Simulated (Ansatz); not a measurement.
## 2H-WSe2 monolayer in a perpendicular field

What dipole does a perpendicular field induce in the 2H-WSe2 monolayer, and does the gap follow? A positive field points along +c.

Main program and level: Ansatz 0.2.0; plane-wave DFT, PBE-D3(BJ), Ansatz PAW.

The experiments to compare with:

“Determination of band alignment in the single-layer MoS2/WSe2 heterojunction” (2015, pmc:4518320) reports for WSe2, single layer, by scanning tunnelling spectroscopy (monolayer grown on HOPG, 77 K): band gap (quasi-particle gap) 2.08 ± 0.1 eV [Quasi-particle gap of monolayer on graphite; substrate screening reduces it relative to a …].

This is a report of a sequence of runs, with most program output left out.

**1. Set-up**

The cell holds 3 atoms: 2 Se and 1 W. Its edges and angles: a = 3.320 Å, b = 3.320 Å, c = 38.440 Å, α = 90.0°, β = 90.0°, γ = 120.0°. Vacuum lies along c.

**2. Relaxing the slab**

The starting cell is a guess, so the in-plane lattice and the atoms are relaxed first, with the slab cut off from its images along the normal.

input.yaml

```yaml
crystal:
  lattice:
    - [3.32, 0.0, 0.0]
    - [-1.66, 2.8752043406, 0.0]
    - [0.0, 0.0, 38.4403479359]
  atoms:
    - { symbol: Se, position: [0.3333333333, 0.6666666667, 0.4513486722] }
    - { symbol: W, position: [0.0, 0.0, 0.5] }
    - { symbol: Se, position: [0.3333333333, 0.6666666667, 0.5486513278] }
  periodic: [true, true, false]
kpoints:
  mp_grid: { grid: [12, 12, 1] }
hamiltonian:
  xc: pbe
  dispersion: d3bj
scf:
  occupations: { method: fermi_dirac, width: 0.05 }
  convergence: { dr2_threshold: 1.0e-09 }
relax:
  f_tol: 0.004
  max_steps: 90
  cell: {}
output:
  write_potential: true
  write_density: true
  volumetric_format: npy
```

Run with:

```bash
> ansatz run input.yaml --threads 2 --pin off --max-ram 3072MiB --backend cpu --events-out ev --progress --plain --runs-dir out
```

Elapsed: 46 s, on 2 threads of Arm Neoverse V1, shared host; peak memory 0.61 GiB.

The steps of the relaxation:

```csv
step,energy less that of the first step (eV),largest force component (eV/Å),volume (Å³)
1,0.0000,2.6181,366.94
2,-0.5753,0.0814,363.29
3,-0.5761,0.0277,362.92
4,-0.5783,0.0030,359.16
5*,-0.5781,0.0030,359.16
```

Relaxation steps marked * repeat the geometry before them on a plane-wave basis chosen anew for their cell, so energy and pressure can jump there.

The run keeps the 12 symmetry operations that it works with, so distortions that break them were not tested.

```csv
cell as run,before,after,change
a (Å),3.320,3.285,-1.1 %
b (Å),3.320,3.285,-1.1 %
```

The atoms that moved most (Å, along periodic axes as changes of fractional coordinates times the final cell, across vacuum about the mean position):

```csv
atom,dx,dy,dz,length
Se1,0.000,0.000,0.185,0.185
Se3,0.000,0.000,-0.185,0.185
```

Final coordinates:

```cif
data_structure
_symmetry_space_group_name_H-M 'P 1'
_symmetry_Int_Tables_number 1
_cell_length_a 3.2846
_cell_length_b 3.2846
_cell_length_c 38.4403
_cell_angle_alpha 90.000
_cell_angle_beta 90.000
_cell_angle_gamma 120.000
_cell_volume 359.16
loop_
_atom_site_label
_atom_site_type_symbol
_atom_site_fract_x
_atom_site_fract_y
_atom_site_fract_z
_atom_site_occupancy
Se1 Se 0.33333 0.66667 0.45617 1
W2 W 0.00000 0.00000 0.50000 1
Se3 Se 0.33333 0.66667 0.54383 1
```

The lattice constant a goes from 3.320 to 3.285 Å.

**3. Atoms held, field 0**

A sawtooth potential applies the field, turning back in the middle of the vacuum. With the dipole correction the typed value is the field outside the slab. The induced dipole is small, so the SCF threshold is tight.

The cell differs from the one that the last finished run ended in (c 38.440 → 21.370 Å).

input.yaml

```yaml
crystal:
  lattice:
    - [3.2846023922, 0.0, 0.0]
    - [-1.6423011961, 2.844549113, 0.0]
    - [0.0, 0.0, 21.3697246681]
  atoms:
    - { symbol: Se, position: [0.3333333333, 0.6666666667, 0.4211565727] }
    - { symbol: W, position: [0.0, 0.0, 0.5] }
    - { symbol: Se, position: [0.3333333333, 0.6666666667, 0.5788434273] }
kpoints:
  mp_grid: { grid: [18, 18, 1] }
  band_path:
    path: [[0, 0, 0], [0.5, 0, 0], [0.33333333, 0.33333333, 0], [0, 0, 0]]
    npoints: 16
hamiltonian:
  xc: pbe
  dispersion: d3bj
scf:
  occupations: { method: fermi_dirac, width: 0.02585 }
  convergence: { dr2_threshold: 1.0e-10 }
efield:
  axis: 3
  dipole_correction: true
  ramp_position: 0.97
  ramp_width: 0.06
  amplitude: 0
output:
  dos: { projected: true, e_range: [-6, 5] }
  write_potential: true
  write_density: true
  volumetric_format: npy
  elf: true
```

Run time: 18 s. Hardware: 2 threads; peak memory 0.53 GiB.

This step gave:

| Item | Value |
| --- | --- |
| gap on the k-mesh | 1.652 eV |
| dipole along the normal | 2.73e-7 e·Å |
| gap along the path | 1.652 eV |
| smallest direct gap along the path | 1.676 eV |
| ionisation energy, upper face | 5.056 eV |
| electron affinity, upper face | 3.404 eV |
| gap, the smaller of path and mesh | 1.652 eV |

Running mean over a fixed 2.5 Å (it still follows the layers) of the planar mean; the ramp of the sawtooth is left out. Table of electron's electrostatic potential energy less the Fermi level by z:

```csv
z (Å),electron's electrostatic potential energy less the Fermi level (eV)
3.0,4.25
3.5,4.25
4.0,4.25
4.5,4.25
5.0,4.25
5.5,4.24
6.0,4.21
6.5,4.07
7.0,3.43
7.5,1.79
8.0,-0.164
8.5,-2.23
9.0,-4.75
9.5,-8.14
10.0,-10.2
10.5,-10.6
11.0,-10.5
11.5,-9.84
12.0,-7.29
12.5,-3.97
13.0,-1.68
13.5,0.358
14.0,2.27
14.5,3.70
15.0,4.13
15.5,4.22
16.0,4.24
16.5,4.25
17.0,4.25
17.5,4.25
18.0,4.25
```

The density of states has structure finer than the step of the table below, so its rows give means over 0.2 eV, whole bins alone (the curve runs from -6 to 2.82 eV). Peaks (eV: height): -5.01: 9.06, -4.15: 6.42, -2.94: 5.13, -1.62: 5.07, 1.64: 8.53, 1.72: 7.89, 1.99: 6.59.

Density of states against energy, zero at the Fermi level of the run, which the smearing sets inside the gap; means over each step:

```csv
energy (eV),density of states (states/eV a cell)
-5.8,1.69
-5.6,0.897
-5.4,1.37
-5.2,2.55
-5.0,4.74
-4.8,2.09
-4.6,0.929
-4.4,1.24
-4.2,3.55
-4.0,2.73
-3.8,2.76
-3.6,1.92
-3.4,1.60
-3.2,1.80
-3.0,3.92
-2.8,3.45
-2.6,3.51
-2.4,2.50
-2.2,2.35
-2.0,2.31
-1.8,1.30
-1.6,3.46
-1.4,2.78
-1.2,1.52
-1.0,0.617
-0.8,0.129
-0.6,0
-0.4,0
-0.2,0
0.0,0
0.2,0
0.4,0
0.6,0
0.8,0.308
1.0,2.60
1.2,3.04
1.4,2.02
1.6,4.58
1.8,4.81
2.0,4.76
2.2,3.30
2.4,2.13
2.6,1.70
```

Projected DOS per atom over height of the atomic layer and energy from the Fermi level. Layers: Se W Se from below.

Values in states/eV, 22 rows by 3 columns, each cell a mean:
```
0.36 0.86 0.36
0.62 1.93 0.62
0.77 3.18 0.77
0.39 1.92 0.39
0.41 1.38 0.41
0.00 0.00 0.00
0.00 0.00 0.00
0.00 0.00 0.00
0.00 0.00 0.00
0.07 0.46 0.07
0.47 1.77 0.47
0.47 1.07 0.47
0.84 0.70 0.84
1.01 0.96 1.01
1.25 1.11 1.25
0.50 0.62 0.50
0.75 1.03 0.75
0.98 0.80 0.98
0.32 0.33 0.32
1.27 1.21 1.27
0.54 0.41 0.54
0.71 0.57 0.71
```
Columns: height of the atomic layer (Å) from 9 to 12.4; rows upwards: energy from the Fermi level (eV) from -5.96 to 2.77.

The electronic bands at the labelled points (eV, zero at the Fermi level of the run, which the smearing sets inside the gap):

```csv
point,band 20,band 21,band 22,band 23,band 24,band 25,band 26,band 27
Γ,-3.07,-1.97,-1.97,-1.24,2.19,2.19,2.34,2.34
halfway,-3.04,-2.52,-2.33,-1.79,1.09,1.62,1.98,3.16
M,-3.77,-3.02,-1.83,-1.68,1.67,2.00,2.91,3.61
halfway,-4.08,-3.52,-3.02,-1.18,1.43,2.28,2.52,3.56
K,-4.55,-4.14,-3.21,-0.81,0.87,1.97,2.72,4.20
halfway,-3.99,-2.79,-2.15,-1.61,0.84,1.67,1.79,3.42
Γ,-3.07,-1.97,-1.97,-1.24,2.19,2.19,2.34,2.34
```

ELF in the ca plane at fractional y = 0.667, with atoms of Se within 0.2 Å of it. It is the smooth field of the valence electrons, not physical close to the nuclei.

Ten even steps from '0' (0.00) to '9' (0.89), each cell a mean:
```
00000000000000000123432232234332100000000000
00000000000000000012221233122211000000000000
00000000000000012456653222256665320000000000
00000000000000257888886322578888863100000000
00000000000002479997577423676589986310000000
00000000000012589984257423673269997410000000
00000000000002589985367423674379997410000000
00000000000001368998787423587789975200000000
00000000000000125777775222367777641000000000
```
Columns run along c (16.0 Å, from fractional 0.09 to 0.83 of the cell), rows up along a (3.3 Å). Atoms in or near the plane, at fractional coordinates: Se at (0.42, 0.33), Se at (0.58, 0.33).

Electrostatic potential energy in the ca plane at fractional y = 0.667, with atoms of Se within 0.2 Å of it. With pseudopotentials it is smooth inside the atoms' cores, unlike the true potential.

Ten even steps from '0' (-19 eV) to '9' (5 eV), each cell a mean:
```
99999999999999999988876312578889999999999999
99999999999999999998886301478899999999999999
99999999999999999987676434577678999999999999
99999999999999999741126666641026899999999999
99999999999999998502203777501212799999999999
99999999999999998314411787403530699999999999
99999999999999998403412787502421799999999999
99999999999999999610004777620004899999999999
99999999999999999864456545664457999999999999
```
Columns run along c (16.0 Å, from fractional 0.09 to 0.83 of the cell; values clipped at the 3rd and 97th percentile), rows up along a (3.3 Å). Atoms in or near the plane, at fractional coordinates: Se at (0.42, 0.33), Se at (0.58, 0.33).

Valence density in the ca plane at fractional y = 0.667, with atoms of Se within 0.2 Å of it. It is the smooth field of the valence electrons, not physical close to the nuclei.

Values in e/Å³, 5 rows by 16 columns, each cell a mean:
```
 0  0  0  0  0  0  0  0  0  0  0  0  0  0  0  0
 0  0  0  0  0  0  0  0  0  0  0  0  0  0  0  0
 0  0  0  0  0  0  1  7  0  0  7  1  0  0  0  0
 0  0  0  0  0  0  2 15  0  0 15  2  0  0  0  0
 0  0  0  0  0  0  0  1  0  0  1  0  0  0  0  0
```
Columns run along c (16.0 Å, from fractional 0.09 to 0.83 of the cell), rows up along a (3.3 Å). Atoms in or near the plane, at fractional coordinates: Se at (0.42, 0.33), Se at (0.58, 0.33).

The gap is 1.65 eV, with the valence edge 5.06 eV and the conduction edge 3.40 eV under the upper vacuum level. Spin-orbit coupling, left out in this run, matters for the bands of elements this heavy.

**4. Single point, field 0.1 V/Å**

Changes to input.yaml since step 3:

```diff
@@ -25,5 +25,4 @@
   ramp_width: 0.06
-  amplitude: 0
+  amplitude: 0.1
 output:
-  dos: { projected: true, e_range: [-6, 5] }
   write_potential: true
@@ -31,2 +30 @@
   volumetric_format: npy
-  elf: true
```

Run time: 18 s. Hardware: 2 threads; peak memory 0.52 GiB.

The dipole is 0.0289 e·Å, and the gap 1.652 eV.

**5. Single point, field -0.1 V/Å**

Changes to input.yaml since step 4:

```diff
@@ -25,3 +25,3 @@
   ramp_width: 0.06
-  amplitude: 0.1
+  amplitude: -0.1
 output:
```

Elapsed: 18 s, on 2 threads; peak memory 0.52 GiB; 35 s of CPU time.

The dipole is -0.0289 e·Å, and the gap 1.652 eV.

**6. Response, atoms held**

This step: plane-wave DFT, PBE-D3(BJ), Ansatz PAW; response to a field along the normal, atoms held (Ansatz 0.2.0).

The dipoles give the slope, and the difference of two potentials shows where the field is screened.

Numbers from this step:

```
equivalent conductor thickness p/(ε₀AE) : 5.600 Å
distance between the outer atoms        : 3.370 Å
```

Dipole of the cell against applied field:

```csv
applied field (V/Å),dipole of the cell (e·Å)
-0.1000,-0.0289
0.0000,2.7e-7
0.1000,0.0289
```

Local field over the applied field, running mean. From the potentials at -0.1 and 0.1 V/Å; running mean over 2.5 Å. The local field over applied field by z:

```csv
z (Å),local field over applied field
4.5,0.998
5.0,0.995
5.5,0.985
6.0,0.960
6.5,0.900
7.0,0.784
7.5,0.624
8.0,0.448
8.5,0.277
9.0,0.143
9.5,0.0727
10.0,0.0492
10.5,0.0377
11.0,0.0398
11.5,0.0534
12.0,0.0850
12.5,0.172
13.0,0.320
13.5,0.495
14.0,0.668
14.5,0.820
15.0,0.921
15.5,0.969
16.0,0.989
16.5,0.996
17.0,0.999
```

Electrons, planar mean, per unit field. Induced electron density against z:

z (Å), induced electron density (e/Å³ per V/Å) and a bar from the least value:
```
     4.01    0.00000 ###############
     4.30    0.00000 ###############
     4.75    0.00001 ###############
     5.05    0.00003 ###############
     5.49    0.00007 ###############
     5.79    0.00012 ################
     6.23    0.00030 ################
     6.53    0.00053 #################
     6.83    0.00092 ###################
     7.27    0.00194 #######################
     7.57    0.00287 ###########################
     8.01    0.00353 ##############################
     8.31    0.00247 #########################
     8.76    0.00097 ###################
     9.05    0.00080 ##################
     9.35    0.00068 ##################
     9.79   -0.00037 #############
    10.09   -0.00063 ############
    10.54   -0.00016 ##############
    10.83    0.00016 ################
    11.28    0.00063 ##################
    11.58    0.00037 #################
    12.02   -0.00068 ############
    12.32   -0.00080 ############
    12.61   -0.00097 ###########
    13.06   -0.00247 #####
    13.36   -0.00353 
    13.80   -0.00287 ###
    14.10   -0.00194 #######
    14.54   -0.00092 ###########
    14.84   -0.00053 #############
    15.14   -0.00030 ##############
    15.58   -0.00012 ##############
    15.88   -0.00007 ###############
    16.32   -0.00003 ###############
    16.62   -0.00001 ###############
    17.07    0.00000 ###############
    17.36    0.00000 ###############
```

The smaller of the gaps on the path and on the k-mesh, counted as 0 under 0.03 eV. The gap stays at 1.65 eV for applied field from -0.1 to 0.1 V/Å.

By hand: between -0.1 and 0.1 V/Å the dipole changes by 0.05783 e·Å, a slope of 0.2892 e·Å²/V. A perfect conductor of thickness t has p = ε₀AEt, so t = 180.95 × 0.2892 / 9.343 = 5.60 Å (e/ε₀ = 180.95 V·Å, A in Å²).

The induced dipole is that of a conductor 5.60 Å thick.

**7. Outcome**

| Item | Value |
| --- | --- |
| gap without field | 1.65 eV |
| ionisation energy, upper face | 5.06 eV |
| electron affinity, upper face | 3.40 eV |
| equivalent conductor thickness, atoms held | 5.60 Å |

What this shows: The induced dipole equals that of a perfect conductor 5.60 Å thick, while the outer atoms lie 3.37 Å apart; an out-of-plane ε follows only once a thickness t is chosen, by 1 − 1/ε = 5.60 Å / t. The gap stays within 0.01 eV of 1.65 eV over the fields run, up to 0.1 V/Å in size. The measured quasiparticle gap below is for a layer on a substrate, whose screening lowers it, so a free-standing Kohn-Sham gap can come near it by a cancelling of errors. Semilocal functionals give gaps that are too small, and excitons are not included. Spin-orbit coupling is left out, which matters for the bands of elements this heavy.

Comparison with the measured values:

| quantity | measured | PBE D3(BJ) |
| --- | --- | --- |
| band gap (quasi-particle gap, monolayer on a substrate) (eV) | 2.08 | 1.65 (-0.43 eV) |

Measured values from pmc:4518320 (2015).

How well it matches: The band gap is off by -0.43 eV. Local and semilocal functionals usually give gaps below the measured ones. Spin-orbit coupling, left out here, can change the gap with such heavy elements. Zero-point and thermal motion shift the measured gap.

[Logs are printed without paths, hosts, clocks, repeated set-up lines and the standing remarks that a program may print on its own settings, such as how far it seeks lower states.]

[Hosts, paths, dates, database ids (printed as entryN), source tags and the programs' standing remarks are cut or masked in the printed files.]

[Maps of the electrostatic potential energy from Ansatz leave out the sawtooth potential of an applied field or a dipole correction, so their vacuum need not be flat; planar profiles and work functions include it.]

[The density of states shown here was stored with 400 of the rows of the run's finer table, so its peaks can read low, often by over a quarter, or be missed, and its means over a window can be off by a tenth or more.]
